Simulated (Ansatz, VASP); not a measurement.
# KCl in VASP and in Ansatz

Contents of INCAR:

```
SYSTEM = KCl
PREC = Accurate
ENCUT = 520
EDIFF = 1E-8
ISMEAR = -1
SIGMA = 0.03
LREAL = .False.
LASPH = .True.
NELM = 100
ALGO = Normal
ISIF = 2
LWAVE = .False.
LCHARG = .False.
GGA = PE
LEFG = .True.
NBANDS = 15
```

The input KPOINTS:

```
Automatic mesh
0
Gamma
  7 7 7
  0 0 0
```

The input POSCAR:

```
KCl
1.0
    0.0000000000      3.1561000000      3.1561000000
    3.1561000000      0.0000000000      3.1561000000
    3.1561000000      3.1561000000      0.0000000000
K Cl
1 1
Direct
    0.0000000000      0.0000000000      0.0000000000
    0.5000000000      0.5000000000      0.5000000000
```

Input for Ansatz:

```yaml
crystal:
  lattice:
    - [0.0, 3.1561, 3.1561]
    - [3.1561, 0.0, 3.1561]
    - [3.1561, 3.1561, 0.0]
  atoms:
    - { symbol: K, position: [0.0, 0.0, 0.0] }
    - { symbol: Cl, position: [0.5, 0.5, 0.5] }
kpoints:
  mp_grid: { grid: [7, 7, 7] }
  band_path:
    path:
      - [0.0, 0.0, 0.0]
      - [0.5, 0.0, 0.5]
      - [0.625, 0.25, 0.625]
      - [0.375, 0.375, 0.75]
      - [0.0, 0.0, 0.0]
      - [0.5, 0.5, 0.5]
      - [0.5, 0.25, 0.75]
      - [0.5, 0.0, 0.5]
    npoints: 14
scf:
  occupations: { method: fermi_dirac, width: 0.03 }
hamiltonian:
  xc: pbe
  pseudopotentials: { kind: paw }
output:
  forces: true
  stress: true
  eigenvalues: true
  efg: { contact_densities: true }
  populations: true
  bader: true
  dos: { projected: true, de: 0.2, e_range: [-14, 8] }
  write_density: true
  write_potential: true
  elf: true
  volumetric_format: npy
```

Alike in both runs: task electric field gradients; functional PBE; k mesh 7 × 7 × 7; occupations fermi-dirac, width 0.03 eV; no spin polarisation.

|  | VASP | Ansatz |
| --- | --- | --- |
| version | VASP 6.6.1 | Ansatz 0.2.0 |
| potentials or method | VASP PAW PBE potentials, release 64 (K_sv, Cl) | PAW with Ansatz's default frozen-core files, scalar-relativistic |
| plane-wave cutoff (eV) | 520 | 420 |
| valence electrons in the cell | 16 | 16 |

```tsv
	VASP	Ansatz	Ansatz less VASP
gap on the k mesh at the Fermi level (eV)	5.16	5.16	+0.002
pressure (GPa)	0.6	0.6	-0.02
Vzz of the field gradient on the site that differs most (V/Å²)	0.0	0.0	0.00
```

Caveats: an odd mesh through Γ misses points on the zone boundary, where band edges often lie. A hybrid or GW would open this gap; PBE tends to underestimate it.
